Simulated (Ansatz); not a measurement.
# Al3Se: the cost of one run

Program: Ansatz 0.2.0. Level of theory: DFT PBE, scalar-relativistic, plane waves, PAW. These are calculated values, not measurements.

**1. The starting structure**

Symmetry: Pm-3m, No. 221, cubic system. Conventional cell: a = 4.481 Å, b = 4.481 Å, c = 4.481 Å, α = 90.00°, β = 90.00°, γ = 90.00°. Al (site symmetry 4/mmm) is surrounded by 2 Se at 2.24 Å. Around Se (site symmetry m-3m) lie 6 Al at 2.24 Å.

Structure file:

```
CELL_PARAMETERS angstrom
4.48102 0.00000 0.00000
0.00000 4.48102 0.00000
0.00000 0.00000 4.48102
ATOMIC_POSITIONS crystal
Al 0.50000 0.00000 0.00000
Al 0.00000 0.50000 0.00000
Al 0.00000 0.00000 0.50000
Se 0.00000 0.00000 0.00000
```

This is candidate A: anti-ReO3 type (Pm-3m, No. 221).

(A quick probe on a coarse mesh, which set the mesh and smearing, is not shown.)

**3. Coarse relaxation (candidate A)**

input.yaml

```yaml
crystal:
  lattice:
    - [4.481023727, 0.0, 0.0]
    - [0.0, 4.481023727, 0.0]
    - [0.0, 0.0, 4.481023727]
  atoms:
    - { symbol: Al, position: [0.5, 0.0, 0.0] }
    - { symbol: Al, position: [0.0, 0.5, 0.0] }
    - { symbol: Al, position: [0.0, 0.0, 0.5] }
    - { symbol: Se, position: [0.0, 0.0, 0.0] }
basis:
  ecutwfc: 420
kpoints:
  mp_grid: { grid: [4, 4, 4] }
hamiltonian:
  xc: pbe
scf:
  occupations: { method: gaussian, width: 0.1 }
  lower_state_search: "off"
output:
  forces: true
  stress: true
  eigenvalues: true
relax:
  adjacent_minimum: "off"
  f_tol: 0.04
  max_steps: 70
  cell: { stress_tol: 0.4 }
```

Started as:

```bash
ansatz run input.yaml --threads 1 --pin off --max-ram 2560MiB --backend cpu --events-out ev --progress --plain --runs-dir out
```

Q: Estimate wall time and peak memory on 1 thread of Arm Neoverse V2, shared host.

About 6.8 s, with a peak of 0.35 GiB.
